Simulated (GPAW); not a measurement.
Runs of GPAW 26.7.0 on CuO. It takes space group P4/nmm (No. 129, tetragonal). Conventional cell: a = 3.175 Å, b = 3.175 Å, c = 4.650 Å, α = 90.00°, β = 90.00°, γ = 90.00°. Cu (site symmetry -4m2) is surrounded by 4 O at 2.02 Å and 4 Cu at 2.25 Å. O (site symmetry 4mm) has 4 Cu at 2.02 Å as nearest neighbours. The cell was built by a generator and needn't be a form met in nature.

| task | level | potentials or basis | U | cell | k mesh | eigensolver | optimizer | fmax | max steps | gap on the mesh (eV) | pressure (GPa) | largest force (eV/Å) |
| --- | --- | --- | --- | --- | --- | --- | --- | --- | --- | --- | --- | --- |
| single point | r2SCAN+U | GPAW PAW data sets (gpaw-data 1.2.1), pw | Cu d U = 1 eV | as given | 7 × 7 × 5 | - | - | - | - | none | 11.9 | 1.21 |
| single point | PBE | GPAW PAW data sets (gpaw-data 1.2.1), pw | - | as given | 8 × 8 × 6 | - | - | - | - | none | 18.6 | 0.66 |
| single point | r2SCAN+U | GPAW PAW data sets (gpaw-data 1.2.1), pw | Cu d U = 8 eV | as given | 7 × 7 × 5 | - | - | - | - | none | (b) | (a) |
| single point | TB-mBJ | GPAW PAW data sets for LDA (gpaw-data 1.2.1), pw | - | as given | 6 × 6 × 4 | - | - | - | - | none | - | - |
| relaxation of cell and atoms | OLYP+D3(BJ) | PAW data sets generated in the run's folder for this functional, pw | - | relaxed | 6 × 6 × 4 | davidson | FIRE | 0.02 eV/Å | 60 | none | 0.2 | - |

Alike in all rows: no spin polarisation; cutoff (eV) 800; smearing fermi-dirac 0.05 eV.

Q: Estimate the missing entries.

A: (a) 1.13; (b) 8.8.

Caveats: the run has no spin polarisation, though such a crystal can be magnetic; with this Cu data set, volumes or pressures lay over 1.5 % or 2 GPa off other programs in two to four cells of ten (some runs); the PAW data sets were made with another functional, which shifts forces and pressure a little (some runs); semilocal functionals often make such compounds metallic where correlation or magnetic order opens a gap, which also shifts bond lengths (some runs); U without spin polarisation on a metal has little footing (some runs); a model potential gives levels but no total energy (some runs); later steps reuse the first step's grids (some runs).

A k mesh can miss the band edges.

A gap of «none» marks a metal or a gap under the smearing width.

Not every run made on this cell is shown here.
